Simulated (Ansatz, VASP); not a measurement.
**W in VASP and in Ansatz**

```
W
1.0
    -1.56794    1.56794    1.56794
     1.56794   -1.56794    1.56794
     1.56794    1.56794   -1.56794
W
1
Direct
  0.00000 0.00000 0.00000
```

Alike in both runs: task relaxation of cell and atoms; functional LDA; k mesh 20 × 20 × 20; occupations fermi-dirac, width 0.15 eV; no spin polarisation.

|  | VASP | Ansatz |
| --- | --- | --- |
| version | VASP 6.6.1 | Ansatz 0.2.0 |
| potentials or method | VASP PAW LDA potentials, release 64 (W_sv) | scalar-relativistic, plane waves, PAW |
| plane-wave cutoff (eV) | 600 | 420 |
| valence electrons in the cell | 14 | 14 |

Ansatz gave:

```
gap on the k mesh at the Fermi level, each at its own relaxed structure (eV) : none
relaxed volume (Å³/atom)                                                     : 15.41
relaxed cell length with the largest relative difference (Å)                 : 2.715
```

Task: What did VASP give for the same quantities?

Result: gap on the k mesh at the Fermi level, each at its own relaxed structure (eV): none; relaxed volume (Å³/atom): 15.50; relaxed cell length with the largest relative difference (Å): 2.721.

A gap of «none» marks a metal or a gap that the smearing closes.

The runs have no spin-orbit coupling, so splittings on W are missing.
